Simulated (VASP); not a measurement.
A run of VASP 6.6.1:

INCAR

```
PREC = Accurate
ENCUT = 600
EDIFF = 1E-7
ISMEAR = 0
SIGMA = 0.02
LREAL = F
LASPH = T
NELM = 60
ALGO = Normal
ISIF = 3
LWAVE = F
LCHARG = F
METAGGA = R2SCAN
LMIXTAU = T
LUSE_VDW = T
IVDW_NL = 2
BPARAM = 11.95
CPARAM = 0.0093
IBRION = 2
NSW = 90
EDIFFG = -0.005
```

File KPOINTS:

```
Automatic mesh
0
Gamma
  8 8 8
```

POSCAR

```
CaF2
1.0
    0.0000000000      2.7316045000      2.7316045000
    2.7316045000      0.0000000000      2.7316045000
    2.7316045000      2.7316045000      0.0000000000
Ca F
1 2
Direct
    0.0000000000      0.0000000000      0.0000000000
    0.2500000000      0.2500000000      0.2500000000
    0.7500000000      0.7500000000      0.7500000000
```

Potentials or basis: VASP PAW PBE potentials, release 64 (Ca_sv, F).

The run is started by

```bash
$ cat potpaw_PBE.64/Ca_sv/POTCAR potpaw_PBE.64/F/POTCAR > POTCAR
$ mpirun -np 1 vasp_std > vasp.out
```

Hardware: 1 thread of Intel(R) Xeon(R) Platinum 8375C CPU @ 2.90GHz (Ice Lake), on a shared host.

Q: How long does it take, and how much memory?

A: Run time: 4.7 min on 1 thread of Intel(R) Xeon(R) Platinum 8375C CPU @ 2.90GHz (Ice Lake) (shared host), peak memory 0.35 GiB. Counts: scf iterations 45, k points 29, ion steps 3.
